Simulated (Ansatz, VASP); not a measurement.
Given: the input of a run of VASP 6.6.1 on CdS (Hawleyite).

The input INCAR:

```
PREC = Accurate
ENCUT = 600
EDIFF = 1E-6
ISMEAR = -1
SIGMA = 0.05
LREAL = False
LASPH = True
NELM = 100
ALGO = Normal
ISIF = 3
LWAVE = False
LCHARG = False
GGA = PS
IBRION = 2
NSW = 60
EDIFFG = -0.01
```

File KPOINTS:

```
regular mesh
0
Gamma
  8 8 8
```

Contents of POSCAR:

```
CdS
1.0
    0.0000000000      2.9165000000      2.9165000000
    2.9165000000      0.0000000000      2.9165000000
    2.9165000000      2.9165000000      0.0000000000
Cd S
1 1
Direct
    0.0000000000      0.0000000000      0.0000000000
    0.7500000000      0.7500000000      0.7500000000
```

Potentials or basis: VASP PAW PBE potentials, release 64 (Cd, S).

Command:

```bash
$ cat potpaw_PBE.64/Cd/POTCAR potpaw_PBE.64/S/POTCAR > POTCAR
$ mpirun -np 1 vasp_std > vasp.out
```

Translate it to Ansatz 0.2.0. Potentials there: Ansatz PAW.

As run (the cutoff follows the program's own potentials):

File input.yaml:

```yaml
crystal:
  lattice:
    - [0.0, 2.9165, 2.9165]
    - [2.9165, 0.0, 2.9165]
    - [2.9165, 2.9165, 0.0]
  atoms:
    - { symbol: Cd, position: [0.0, 0.0, 0.0] }
    - { symbol: S, position: [0.75, 0.75, 0.75] }
hamiltonian:
  xc: pbesol
  pseudopotentials: { kind: paw }
kpoints:
  mp_grid: { grid: [8, 8, 8] }
scf:
  occupations: { method: fermi_dirac, width: 0.05 }
output:
  forces: true
  stress: true
  eigenvalues: true
relax:
  f_tol: 0.01
  max_steps: 40
  cell: { stress_tol: 0.05 }
```

Potentials or basis: Ansatz PAW.

Launch:

```bash
$ ansatz run input.yaml --threads 1 --pin off --max-ram 3584MiB --backend cpu --events-out ev --progress --plain --runs-dir out
```

Both were run:

|  | VASP | Ansatz | Ansatz less VASP |
| --- | --- | --- | --- |
| gap on the k mesh at the Fermi level, each at its own relaxed structure (eV) | 1.00 | 1.01 | +0.007 |
| relaxed volume (Å³/atom) | 24.86 | 24.70 | -0.158 |
| relaxed cell length with the largest relative difference (Å) | 4.127 | 4.119 | -0.0087 |

The two sets of potentials don't hold the same shells in valence.

Caveats: the PAW data sets were made with another functional, which shifts forces and pressure a little (VASP); the plane-wave basis is chosen anew once the cell has moved, so the energies of steps on either side of that aren't comparable (Ansatz); the PAW data sets come from PBE, with cores solved anew for the run's functional, which leaves a small shift of forces and pressure (Ansatz). Expect the measured gap to be larger: semilocal functionals such as PBEsol lack the derivative discontinuity.
